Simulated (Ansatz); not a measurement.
# Time and memory for SiC

```yaml
crystal:
  lattice:
    - [1.5690821724, -2.7198172038, 0.0]
    - [1.5690821724, 2.7198172038, 0.0]
    - [0.0, 0.0, 15.4184831394]
  atoms:
    - { symbol: Si, position: [0.1666620609, 0.8333379391, 0.857721452] }
    - { symbol: Si, position: [0.8333379391, 0.1666620609, 0.357721452] }
    - { symbol: Si, position: [0.5001149274, 0.4998850726, 0.5245066742] }
    - { symbol: Si, position: [0.4998850726, 0.5001149274, 0.0245066742] }
    - { symbol: Si, position: [0.8334420063, 0.1665579937, 0.6912249934] }
    - { symbol: Si, position: [0.1665579937, 0.8334420063, 0.1912249934] }
    - { symbol: C, position: [0.5001800044, 0.4998199956, 0.6498136388] }
    - { symbol: C, position: [0.4998199956, 0.5001800044, 0.1498136388] }
    - { symbol: C, position: [0.1666200921, 0.8333799079, 0.9826819951] }
    - { symbol: C, position: [0.8333799079, 0.1666200921, 0.4826819951] }
    - { symbol: C, position: [0.8333969726, 0.1666030274, 0.8161912464] }
    - { symbol: C, position: [0.1666030274, 0.8333969726, 0.3161912464] }
kpoints:
  mp_grid: { grid: [10, 10, 2] }
scf:
  occupations: { method: fermi_dirac, width: 0.02 }
hamiltonian:
  xc: pbe
  pseudopotentials: { kind: paw }
output:
  forces: true
  stress: true
  populations: true
  efg: { contact_densities: true }
```

```sh
ansatz run input.yaml --threads 1 --pin off --max-ram 2560MiB --backend cpu --events-out ev --progress --plain --runs-dir out
```

It runs on 1 thread of Arm Neoverse V2 (aarch64; 8 cores open to the job, memory cap 2.5 GiB, no GPU), a shared host with a load of 0.8 a core.

(1) Estimate the wall time and the peak memory.

Answers

(1) About 28 s of wall time (29 s of CPU time) and 0.48 GiB. The run holds 48 valence electrons in 36 bands, about 2547 plane waves a k-point and 62 irreducible k-points, and took 6 SCF iterations. Times on a shared host vary by tens of per cent.
